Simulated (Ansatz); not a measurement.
**Al under changes of volume**

One of the cells (16.603 Å³/atom); the others are scaled copies at fixed shape and fractional positions:

```
Al
1.0
     0.00000    2.02481    2.02481
     2.02481    0.00000    2.02481
     2.02481    2.02481    0.00000
Al
1
Direct
  0.00000 0.00000 0.00000
```

* Program: Ansatz 0.2.0
* Functional: RPBE
* Dispersion: D4
* Potentials or basis: Ansatz PAW
* Cutoff: 420 eV (not typed: the program's choice for these potentials)
* k mesh: 11 × 11 × 11
* Occupations: fermi-dirac, width 0.05 eV
* Spin: no spin polarisation

```tsv
volume (Å³/atom)	energy over the lowest point (meV/atom)	pressure (GPa)
15.607	0.00	0.0
15.939	?	?
16.271	7.49	-3.5
16.603	16.24	-4.9
16.935	27.88	-6.2
17.267	42.05	-7.4
17.599	58.51	-8.4
```

Question: What does the run at 15.939 Å³/atom give?

Answer: Energy over the lowest point 1.96 meV/atom; pressure -1.8 GPa.

Worked out: A Birch-Murnaghan fit of order 3 (a polynomial in V^(-2/3)) to the other rows has its minimum at 15.61 Å³/atom with B0 = V·E''(V) = 92 GPa and B' = 4.4. It gives 1.94 meV/atom at 15.939 Å³/atom, against the run's 1.96, and -dE/dV = -1.8 GPa, against -1.8.

Energies are extrapolated to zero smearing.

Caveats: pairwise dispersion overbinds metals, which lowers pressure and volume; the PAW data sets come from PBE, with cores solved anew for the run's functional, which leaves a small shift of forces and pressure.
